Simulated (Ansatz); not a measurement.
Here is an Ansatz 0.2.0 calculation.

File input.yaml:

```yaml
crystal:
  lattice:
    - [3.5182, 0.0, 0.0]
    - [-1.7591, 3.0468505756, 0.0]
    - [0.0, 0.0, 13.9736]
  atoms:
    - { symbol: Te, position: [0.6666666667, 0.3333333333, 0.379] }
    - { symbol: Te, position: [0.3333333333, 0.6666666667, 0.879] }
    - { symbol: Te, position: [0.6666666667, 0.3333333333, 0.121] }
    - { symbol: Te, position: [0.3333333333, 0.6666666667, 0.621] }
    - { symbol: Mo, position: [0.6666666667, 0.3333333333, 0.75] }
    - { symbol: Mo, position: [0.3333333333, 0.6666666667, 0.25] }
hamiltonian:
  xc: pbe
  pseudopotentials: { kind: paw }
kpoints:
  mp_grid: { grid: [9, 9, 2] }
scf:
  occupations: { method: fermi_dirac, width: 0.05 }
basis:
  ecutwfc: "800 eV"
output:
  forces: true
  stress: true
  eigenvalues: true
```

Potentials or basis: Ansatz PAW.

Command:

```console
$ ansatz run input.yaml --threads 2 --pin off --max-ram 5120MiB --backend cpu --events-out ev --progress --plain --runs-dir out
```

Question: Estimate the largest force.

Answer: 0.173 eV/Å.

Question: Estimate the pressure.

Answer: 2.9 GPa.

Question: Predict the band gap on the k mesh.

Answer: 0.78 eV, indirect (least direct gap 1.04 eV).

Forces on the atoms (eV/Å):
```
Te   0.000  0.000  0.173
Te   0.000  0.000  0.173
Te   0.000  0.000 -0.173
Te   0.000  0.000 -0.173
Mo   0.000  0.000  0.000
Mo   0.000  0.000  0.000
```

Caveat: odd divisions of the mesh miss points on the zone boundary, where band edges often lie, so the gap on the mesh can be too wide; spin-orbit coupling is left out, which moves the levels of the heavy elements; this functional lacks dispersion, which binds the layers, so the pressure and a relaxed spacing across them are unreliable.

The gap isn't set beside the measured one, since this odd mesh misses points on the zone boundary.
